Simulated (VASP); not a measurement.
A run of VASP 6.6.1 is set up as follows.

File INCAR:

```
ALGO = Normal
EDIFF = 1E-7
EDIFFG = -0.005
ENCUT = 680
GGA = PE
IBRION = 2
ISIF = 3
ISMEAR = -1
LASPH = T
LCHARG = F
LREAL = F
LWAVE = F
NELM = 60
NSW = 60
PREC = Accurate
SIGMA = 0.05
```

Contents of KPOINTS:

```
k-points
0
Gamma
  9 9 9
```

POSCAR

```
Pb
1.0
    0.0000000000      2.4750200000      2.4750200000
    2.4750200000      0.0000000000      2.4750200000
    2.4750200000      2.4750200000      0.0000000000
Pb
1
Direct
    0.0000000000      0.0000000000      0.0000000000
```

Potentials or basis: VASP PAW PBE potentials, release 64 (Pb_d_GW).

Run with:

```bash
$ cat potpaw_PBE.64/Pb_d_GW/POTCAR > POTCAR
$ mpirun -np 1 vasp_std > vasp.out
```

Problem. What does it give for the band gap on the k mesh?

Solution. None (metal or under the smearing width).

Problem. Predict the relaxed cell.

Solution. a = 3.559 Å, b = 3.559 Å, c = 3.559 Å, α = 60.00°, β = 60.00°, γ = 60.00°.

Step by step:
```csv
step,energy change (eV),largest force (eV/Å),pressure (GPa),volume (Å³)
1,0.0000,0.0000,2.25,30.32
2,-0.0099,0.0000,-0.42,32.23
3,-0.0104,0.0000,0.00,31.87
```

The run has no spin-orbit coupling, so splittings on Pb are missing.

The cell as given is a measured one (30.32 Å³/atom); PBE puts the equilibrium volume +5.1 % from it, thermal expansion not counted.
